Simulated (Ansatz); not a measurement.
## ¹⁷O NMR of the central transition in SiO2 at a changed volume

Cell: a computed structure from the Materials Project (it need not be an observed phase), relaxed with PBE at fixed cell and then changed (volume scaled by 0.97, ions relaxed).

```
Si O
1.0
     6.72982    3.88546    4.89537
    -6.72982    3.88546    4.89537
     0.00000   -7.77093    4.89537
Si O
12 24
Direct
  0.33743 0.10673 0.87386
  0.10673 0.87386 0.33743
  0.87386 0.33743 0.10673
  0.12614 0.89327 0.66257
  0.89327 0.66257 0.12614
  0.66257 0.12614 0.89327
  0.66257 0.89327 0.12614
  0.89327 0.12614 0.66257
  0.12614 0.66257 0.89327
  0.87386 0.10673 0.33743
  0.10673 0.33743 0.87386
  0.33743 0.87386 0.10673
  0.26425 0.00000 0.73575
  0.00000 0.73575 0.26425
  0.73575 0.26425 0.00000
  0.73575 0.00000 0.26425
  0.00000 0.26425 0.73575
  0.26425 0.73575 0.00000
  0.65886 0.97695 0.97695
  0.97695 0.97695 0.65886
  0.97695 0.65886 0.97695
  0.02305 0.02305 0.34114
  0.02305 0.34114 0.02305
  0.34114 0.02305 0.02305
  0.24916 0.90145 0.24916
  0.24916 0.24916 0.90145
  0.90145 0.24916 0.24916
  0.09855 0.75084 0.75084
  0.75084 0.09855 0.75084
  0.75084 0.75084 0.09855
  0.50000 0.83688 0.16312
  0.16312 0.50000 0.83688
  0.83688 0.16312 0.50000
  0.50000 0.16312 0.83688
  0.83688 0.50000 0.16312
  0.16312 0.83688 0.50000
```

Sites (sets of like atoms) are named by element and the number of their first atom in this list.

All values are calculated (Ansatz; DFT, PBE, plane waves and PAW, scalar-relativistic, 420 eV cutoff, Γ-centred 3×3×3 k-points, Fermi–Dirac smearing 0.02 eV), not measured.

¹⁷O has I = 5/2 and Q = -25.58 mb (Pyykkö 2018); at 14.1 T its Larmor frequency is ν₀ = 81.4 MHz. Only the quadrupole interaction is simulated: positions count from each site's isotropic chemical shift, and J coupling is left out, as are shift anisotropy and dipolar coupling, which fast spinning averages.

Problem. Simulate the second-order pattern (fast magic-angle spinning, Gaussian broadening 0.1 kHz) of site O19 (2 Si at 1.62 Å, angle 151°).

Solution. The calculation gives C_Q = -5.81 MHz and η = 0.08, so ν_Q = 0.871 MHz and the centre of gravity lies at -30.6 ppm (-2.49 kHz).

```csv
offset (kHz),height
-6.502,0
-6.345,0
-6.188,4
-6.032,5
-5.875,5
-5.718,5
-5.562,5
-5.405,5
-5.248,6
-5.092,6
-4.935,6
-4.778,6
-4.622,6
-4.465,6
-4.308,6
-4.152,8
-3.995,39
-3.838,74
-3.681,72
-3.525,51
-3.368,45
-3.211,41
-3.055,39
-2.898,38
-2.741,37
-2.585,36
-2.428,37
-2.271,37
-2.115,38
-1.958,39
-1.801,42
-1.645,45
-1.488,49
-1.331,57
-1.175,75
-1.018,100
-0.861,70
-0.705,17
-0.548,0
-0.391,0
```

At O19 V_zz runs parallel to the line that joins its two neighbours (within 1°).

The relaxation (7 steps) took 62 s of wall time (4 min of CPU time) and 2.6 GiB at its peak, on 4 threads of Arm Neoverse V2 (aarch64; 8 cores open to the job, memory cap 8.0 GiB, no GPU), a shared host with a load of 0.4 a core.
